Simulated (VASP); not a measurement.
Set up this calculation in VASP 6.6.1, as the native input.

- Task: single point
- Functional: PBE
- Potentials or basis: VASP PAW PBE potentials, release 64 (C, W_sv)
- Cutoff: 520 eV
- k mesh: 11 × 11 × 1
- Occupations: fermi-dirac, width 0.05 eV
- Spin: no spin polarisation
- Dipole correction: yes
- Further INCAR settings: ALGO = Normal; EDIFF = 1e-07; NBANDS = 48

The structure of W4C5 lies in POSCAR:

```
W4C5
1.0
    2.9005014360      0.0000000000      0.0000000000
   -1.4502507180      2.5119079273      0.0000000000
    0.0000000000      0.0000000000     26.3160000000
C W
5 4
Direct
    0.6666666667      0.3333333334      0.2849977200
    0.6666666667      0.3333333334      0.3924988600
    0.6666666667      0.3333333334      0.5000000000
    0.6666666667      0.3333333334      0.6075011400
    0.6666666667      0.3333333334      0.7150022800
    0.0000000000      0.0000000000      0.3387482900
    0.0000000000      0.0000000000      0.4462494300
    0.0000000000      0.0000000000      0.5537505700
    0.0000000000      0.0000000000      0.6612517100
```

The cell isn't the ideal one: the (0 0 1) slab of WC, cut from the database cell, not relaxed.

One way to write it, as run:

INCAR

```
  ALGO = Normal
  DIPOL = 0.5 0.5 0.500
  EDIFF = 1E-7
  ENCUT = 520
  GGA = PE
  IDIPOL = 3
  ISIF = 2
  ISMEAR = -1
  LASPH = T
  LCHARG = F
  LDIPOL = T
  LREAL = F
  LWAVE = F
  NBANDS = 48
  NELM = 80
  PREC = Accurate
  SIGMA = 0.05
```

KPOINTS

```
k-points
0
Gamma
  11 11 1
```

Potentials or basis: VASP PAW PBE potentials, release 64 (C, W_sv).

The run is started by

```console
$ cat potpaw_PBE.64/C/POTCAR potpaw_PBE.64/W_sv/POTCAR > POTCAR
$ mpirun -np 1 vasp_std > vasp.out
```

It gave:

```
Largest force          : 5.778 eV/Å
Band gap on the k mesh : none (metal or under the smearing width)
```

Wall time 6.7 min on 1 thread of Intel(R) Xeon(R) Platinum 8375C CPU @ 2.90GHz (Ice Lake), with other jobs on the host, peak memory 0.38 GiB.
